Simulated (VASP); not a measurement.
# Sb (R-3m) in VASP: a series of runs, part 2 of 2

VASP 6.6.1.

**4. Relaxation of cell and atoms, PBEsol**

This run uses another cell than the first one, of 29.88 Å³/atom, 1.070 times its volume.

The input, INCAR:

```
SYSTEM = Sb
PREC     = Accurate       ! precision mode
ENCUT    = 600            ! plane-wave cutoff, eV
EDIFF    = 1E-7           ! SCF threshold, eV
ISMEAR   = 1              ! smearing method
SIGMA    = 0.1            ! smearing width, eV
LREAL    = .FALSE.        ! projectors in reciprocal space
LASPH    = .TRUE.         ! aspherical terms in the spheres
NELM     = 80             ! most SCF steps
ALGO     = Normal         ! electronic algorithm
ISIF     = 3              ! what is computed and relaxed
LWAVE    = .FALSE.        ! write WAVECAR
LCHARG   = .FALSE.        ! write CHGCAR
GGA      = PS             ! functional
IBRION   = 2              ! ionic algorithm
NSW      = 90             ! ionic steps
EDIFFG   = -0.005         ! ionic threshold
```

The input, KPOINTS:

```
Automatic mesh
0
G
  10 10 10
  0 0 0
```

The input, POSCAR:

```
Sb                                      
1.0
    2.1626649914      1.2486152149      3.6887935279
   -2.1626649914      1.2486152149      3.6887935279
    0.0000000000     -2.4972304299      3.6887935279
  Sb            
     2
Direct
     0.2360037422704704    0.2360037422704704    0.2360037422704704
     0.7639962577295296    0.7639962577295296    0.7639962577295296
```

Potentials or basis: VASP PAW PBE potentials, release 64 (Sb).

Command:

```console
> cat potpaw_PBE.64/Sb/POTCAR > POTCAR
> mpirun -np 1 vasp_std > vasp.out
```

OUTCAR:

```text
SYSTEM = Sb
   PREC = Accurate
   ENCUT = 600
   EDIFF = 1E-7
   ISMEAR = 1
   LREAL = .FALSE.
   LASPH = .TRUE.
   NELM = 80
   ISIF = 3
   GGA = PS
   IBRION = 2
   NSW = 90
   EDIFFG = -0.005

 ion  position               nearest neighbor table
   1  0.236  0.236  0.236-   2 2.93   2 2.93   2 2.93   2 3.30   2 3.30   2 3.30
   2  0.764  0.764  0.764-   1 2.93   1 2.93   1 2.93   1 3.30   1 3.30   1 3.30

  LATTYP: Found a trigonal (rhomboedric) cell.
 ALAT       =     4.4545883661
 COS(alpha) =     0.5285959181

  Lattice vectors:

 A1 = (   2.1626649914,   1.2486152149,   3.6887935279)
 A2 = (  -2.1626649914,   1.2486152149,   3.6887935279)
 A3 = (   0.0000000000,  -2.4972304299,   3.6887935279)

Analysis of symmetry for initial positions (statically):
=====================================================================
 Subroutine PRICEL returns:
 Original cell was already a primitive cell.

 Routine SETGRP: Setting up the symmetry group for a
 trigonal (rhombohedral) supercell.

 Subroutine GETGRP returns: Found 12 space group operations
 (whereof 12 operations were pure point group operations)
 out of a pool of 12 trial point group operations.

The static configuration has the point symmetry D_3d.

Analysis of symmetry for dynamics (positions and initial velocities):
=====================================================================
 Subroutine PRICEL returns:
 Original cell was already a primitive cell.

 Routine SETGRP: Setting up the symmetry group for a
 trigonal (rhombohedral) supercell.

 Subroutine GETGRP returns: Found 12 space group operations
 (whereof 12 operations were pure point group operations)
 out of a pool of 12 trial point group operations.

The dynamic configuration has the point symmetry D_3d.

 Subroutine INISYM returns: Found 12 space group operations
 (whereof 12 operations are pure point group operations),
 and found     1 'primitive' translations

----------------------------------------------------------------------------------------

                                     Primitive cell

  volume of cell :      59.7659

  direct lattice vectors                    reciprocal lattice vectors
     2.162664991  1.248615215  3.688793528     0.231196233  0.133481208  0.090363782
    -2.162664991  1.248615215  3.688793528    -0.231196233  0.133481208  0.090363782
     0.000000000 -2.497230430  3.688793528     0.000000000 -0.266962415  0.090363782

  length of vectors
     4.454588366  4.454588366  4.454588366     0.281841346  0.281841346  0.281841346

  position of ions in fractional coordinates (direct lattice)
     0.236003742  0.236003742  0.236003742
     0.763996258  0.763996258  0.763996258

  ion indices of the primitive-cell ions
   primitive index   ion index
                 1           1
                 2           2
[... 108 lines left out ...]
 maximum number of plane-waves:      2018
   NGX = 17   NGY = 17   NGZ = 17

--------------------------------------- Ionic step        1  -------------------------------------------

 number of electron      10.0000000 magnetization

 Free energy of the ion-electron system (eV)
  ---------------------------------------------------
  ext. energy  EPLUGINS =         0.00000000
  ---------------------------------------------------
  free energy    TOTEN  =        -9.12006153 eV

  energy without entropy =       -9.12002019  energy(sigma->0) =       -9.12004775

------------------------ aborting loop because EDIFF is reached ----------------------------------------

  FORCE on cell =-STRESS in cart. coord.  units (eV):
  Direction    XX          YY          ZZ          XY          YZ          ZX
  --------------------------------------------------------------------------------------
  -------------------------------------------------------------------------------------
  Total        0.0038662      0.0038662     -0.0112920     -0.0000000      0.0000000      0.0000000
  in kB        0.1036433      0.1036433     -0.3027098     -0.0000000      0.0000000      0.0000000
  external PRESSURE =      -0.0318077 kB  Pullay stress =       0.0000000 kB

 VOLUME and BASIS-vectors are now :
 -----------------------------------------------------------------------------
  energy-cutoff  :      600.00
  volume of cell :       59.77
      direct lattice vectors                 reciprocal lattice vectors
     2.162664991  1.248615215  3.688793528     0.231196233  0.133481208  0.090363782
    -2.162664991  1.248615215  3.688793528    -0.231196233  0.133481208  0.090363782
     0.000000000 -2.497230430  3.688793528     0.000000000 -0.266962415  0.090363782

 POSITION                                       TOTAL-FORCE (eV/Angst)
 -----------------------------------------------------------------------------------
      0.00000     -0.00000      2.61171         0.000000      0.000000     -0.005605
      0.00000     -0.00000      8.45467         0.000000     -0.000000      0.005605
 -----------------------------------------------------------------------------------
    total drift:                                0.000000      0.000000      0.000000

  FREE ENERGIE OF THE ION-ELECTRON SYSTEM (eV)
  ---------------------------------------------------
  free  energy   TOTEN  =        -9.1200615317 eV

  energy  without entropy=       -9.1200201926  energy(sigma->0) =       -9.12004775

--------------------------------------- Ionic step        2  -------------------------------------------

 number of electron      10.0000000 magnetization

 Free energy of the ion-electron system (eV)
  ---------------------------------------------------
  ext. energy  EPLUGINS =         0.00000000
  ---------------------------------------------------
  free energy    TOTEN  =        -9.12006672 eV

  energy without entropy =       -9.12002812  energy(sigma->0) =       -9.12005385

 E-fermi :   7.1544     XC(G=0):  -9.7198

 val. band max:        7.1444545351   @ k =   0.4000   0.1000   0.1000
 cond. band min:       7.1886875238   @ k =   0.5000   0.5000   0.5000
 fundamental gap:      0.0442329887
 Fermi energy:         7.1544329620

 k-point     1 :       0.0000    0.0000    0.0000
  band No.  band energies     occupation
      1      -5.5059      2.00000
      2       2.5041      2.00000
      3       5.2664      2.00000
      4       5.4212      2.00000
      5       5.4212      2.00000
      6       9.5490      0.00000
      7      10.0412      0.00000
      8      10.0412      0.00000
      9      12.1640      0.00000
[... 265 lines left out ...]
 k-point    24 :       0.4000    0.3000    0.0000
  band No.  band energies     occupation
      1      -3.8256      2.00000
      2      -0.3796      2.00000
      3       2.8917      2.00000
      4       3.8725      2.00000
      5       4.0967      2.00000
      6       9.3760      0.00000
      7      11.2631      0.00000
      8      11.4858      0.00000
      9      11.8273      0.00000

 [... further k-points ...]

------------------------ aborting loop because EDIFF is reached ----------------------------------------

  FORCE on cell =-STRESS in cart. coord.  units (eV):
  Direction    XX          YY          ZZ          XY          YZ          ZX
  --------------------------------------------------------------------------------------
  -------------------------------------------------------------------------------------
  Total        0.0045210      0.0045210     -0.0034981      0.0000000      0.0000000      0.0000000
  in kB        0.1212082      0.1212082     -0.0937832      0.0000000      0.0000000      0.0000000
  external PRESSURE =       0.0495444 kB  Pullay stress =       0.0000000 kB

 VOLUME and BASIS-vectors are now :
 -----------------------------------------------------------------------------
  energy-cutoff  :      600.00
  volume of cell :       59.76
      direct lattice vectors                 reciprocal lattice vectors
     2.162866677  1.248731658  3.687788785     0.231174674  0.133468761  0.090388401
    -2.162866677  1.248731658  3.687788785    -0.231174674  0.133468761  0.090388401
     0.000000000 -2.497463316  3.687788785     0.000000000 -0.266937521  0.090388401

 POSITION                                       TOTAL-FORCE (eV/Angst)
 -----------------------------------------------------------------------------------
      0.00000     -0.00000      2.61073        -0.000000      0.000000     -0.002211
      0.00000     -0.00000      8.45264         0.000000     -0.000000      0.002211
 -----------------------------------------------------------------------------------
    total drift:                                0.000000      0.000000     -0.000000

  FREE ENERGIE OF THE ION-ELECTRON SYSTEM (eV)
  ---------------------------------------------------
  free  energy   TOTEN  =        -9.1200667203 eV

  energy  without entropy=       -9.1200281186  energy(sigma->0) =       -9.12005385

 reached required accuracy - stopping structural energy minimisation
```

Run time: 44 s. Hardware: 1 thread of AMD EPYC 9R45 (Zen 5), shared host; peak memory 0.22 GiB.

Results:

- Free energy: -9.1201 eV
- Energy gained by relaxing: 0.0 meV/atom
- Ionic steps: 2
- Pressure after relaxing: 0.0 GPa
- Band gap on the k mesh: none (metal or under the smearing width)

Forces on the atoms (eV/Å):
```
Sb   0.000  0.000 -0.002
Sb   0.000  0.000  0.002
```

Final structure:
```xyz
2
Lattice="2.1629 1.2487 3.6878 -2.1629 1.2487 3.6878 0.0000 -2.4975 3.6878" Properties=species:S:1:pos:R:3 pbc="T T T"
Sb    0.0000    0.0000    2.6107
Sb    0.0000    0.0000    8.4526
```

Caveat: the PAW data sets were made with another functional, which shifts forces and pressure a little. Spin-orbit coupling is left out, which matters for the levels of Sb.

**5. Relaxation of cell and atoms, PBE+D3(BJ)**

This run uses another cell than the first one, of 30.21 Å³/atom, 1.081 times its volume.

The input, INCAR:

```
SYSTEM = Sb
PREC = Accurate
ENCUT = 600
EDIFF = 1E-6
ISMEAR = 1
SIGMA = 0.1
LREAL = .False.
LASPH = .True.
NELM = 80
ALGO = Normal
ISIF = 3
LWAVE = .False.
LCHARG = .False.
GGA = PE
IVDW = 12
IBRION = 2
NSW = 90
EDIFFG = -0.01
```

The input, KPOINTS:

```
Automatic mesh
0
Gamma
  10 10 10
  0 0 0
```

The input, POSCAR:

```
Sb
1.0
    2.1542000000      1.2437279499      3.7580000000
   -2.1542000000      1.2437279499      3.7580000000
    0.0000000000     -2.4874558998      3.7580000000
Sb
2
Direct
    0.2334900000      0.2334900000      0.2334900000
    0.7665100000      0.7665100000      0.7665100000
```

Command:

```console
> cat potpaw_PBE.64/Sb/POTCAR > POTCAR
> mpirun -np 1 vasp_std > vasp.out
```

It took 95 s on 1 thread of Intel Xeon 6975P-C (Granite Rapids), shared host; peak memory 0.26 GiB.

The run converged. Its results:

```yaml
Free_energy: -9.2067 eV
Relaxed_volume: 29.79 Å³/atom
Relaxed_cell: a = 4.445 Å, b = 4.445 Å, c = 4.445 Å, α = 58.22°, β = 58.22°, γ = 58.22°
Space_group_after_relaxing_to_0.05_Å: R-3m (No. 166)
Energy_gained_by_relaxing: 4.4 meV/atom
Ionic_steps: 8
Pressure_after_relaxing: 0.0 GPa
Largest_force_after_relaxing: 0.006 eV/Å
Band_gap_on_the_k_mesh: none (metal or under the smearing width)
Dispersion_energy_per_atom: -0.479 eV
```

Forces on the atoms (eV/Å):
```
Sb   0.000  0.000 -0.006
Sb   0.000  0.000  0.006
```

The path:
| step | energy change (eV) | largest force (eV/Å) | pressure (GPa) | volume (Å³) |
| --- | --- | --- | --- | --- |
| 1 | 0.0000 | 0.2263 | 0.19 | 60.41 |
| 2 | -0.0039 | 0.0906 | -0.45 | 60.73 |
| 3 | -0.0042 | 0.0363 | -0.72 | 60.87 |
| 4 | -0.0070 | 0.0165 | -0.44 | 60.34 |
| 5 | -0.0086 | 0.0081 | -0.02 | 59.62 |
| 6 | -0.0086 | 0.0108 | 0.03 | 59.54 |
| 7 | -0.0087 | 0.0090 | 0.01 | 59.55 |
| 8 | -0.0087 | 0.0060 | -0.02 | 59.58 |

Final structure:
```cif
data_structure
_symmetry_space_group_name_H-M 'P 1'
_symmetry_Int_Tables_number 1
_cell_length_a 4.4453
_cell_length_b 4.4453
_cell_length_c 4.4453
_cell_angle_alpha 58.218
_cell_angle_beta 58.218
_cell_angle_gamma 58.218
_cell_volume 59.58
loop_
_atom_site_label
_atom_site_type_symbol
_atom_site_fract_x
_atom_site_fract_y
_atom_site_fract_z
_atom_site_occupancy
Sb1 Sb 0.23650 0.23650 0.23650 1
Sb2 Sb 0.76350 0.76350 0.76350 1
```

Levels at points of the mesh, in eV from the Fermi level:
| k point | band 2 | band 3 | band 4 | band 5 | band 6 | band 7 | band 8 | band 9 |
| --- | --- | --- | --- | --- | --- | --- | --- | --- |
| (0.00, 0.00, 0.00) | -4.63 | -1.91 | -1.76 | -1.76 | 2.44 | 2.90 | 2.90 | 4.99 |
| (0.50, 0.00, 0.00) | -9.66 | -1.67 | -1.50 | -0.26 | -0.09 | 0.29 | 0.32 | 7.96 |
| (0.50, 0.50, 0.00) | -7.81 | -5.52 | -3.72 | -3.67 | 1.70 | 5.13 | 5.52 | 7.19 |
| (0.50, 0.50, 0.50) | -9.11 | -1.19 | -1.19 | -0.37 | -0.01 | -0.01 | 0.98 | 7.42 |

Caveat: pairwise dispersion overbinds metals, which lowers pressure and volume. Spin-orbit coupling is left out, which matters for the levels of Sb.

**6. The runs side by side**

```csv
level,cell,target pressure,gap on the mesh (eV),pressure (GPa),relaxed volume (Å³/atom)
PBE,relaxed to 6.4 GPa,6.4 GPa,none,6.4,-
PBEsol,relaxed,-,none,0.0,29.88
PBE+D3(BJ),relaxed,-,none,0.0,29.79
```

Alike in all rows: task relaxation of cell and atoms; potentials or basis VASP PAW PBE potentials, release 64 (Sb); no spin polarisation; k mesh 10 × 10 × 10; cutoff (eV) 600; smearing methfessel-paxton 0.1 eV.

Caveats: the cell is relaxed towards a set pressure, so the enthalpy falls and the energy may rise (some runs); the PAW data sets were made with another functional, which shifts forces and pressure a little (some runs); pairwise dispersion overbinds metals, which lowers pressure and volume (some runs).

Absolute energies hang on the potentials; compare differences alone.
